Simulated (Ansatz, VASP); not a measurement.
## One calculation of Pd, two programs

```xyz
2
Lattice="1.6974 0.9800 3.1476 -1.6974 0.9800 3.1476 0.0000 -1.9600 3.1476" Properties=species:S:1:pos:R:3 pbc="T T T"
Pd    0.0000    0.0000    2.1486
Pd    0.0000    0.0000    7.2942
```

Alike in both runs: task relaxation of cell and atoms; functional r2SCAN; k mesh 6 × 6 × 6; occupations gaussian, width 0.1 eV; no spin polarisation.

|  | VASP | Ansatz |
| --- | --- | --- |
| version | VASP 6.6.1 | Ansatz 0.2.0 |
| potentials or method | VASP PAW PBE potentials, release 64 (Pd) | scalar-relativistic, plane waves, PAW |
| plane-wave cutoff (eV) | 600 | 500 |
| valence electrons in the cell | 20 | 36 |

```tsv
	VASP	Ansatz	Ansatz less VASP
gap on the k mesh at the Fermi level, each at its own relaxed structure (eV)	none	none	-
relaxed volume (Å³/atom)	14.90	14.85	-0.053
relaxed cell length with the largest relative difference (Å)	4.788	4.804	+0.0158
energy change over the relaxation (meV/atom)	-1139	-1143	-3.3
```

A gap of «none» marks a metal or a gap that the smearing closes. The two sets of potentials don't hold the same shells in valence.

Caveats: the k mesh is coarse (spacing up to 0.37 Å⁻¹), so the values aren't converged; the PAW data sets were made with another functional, which shifts forces and pressure a little (VASP).
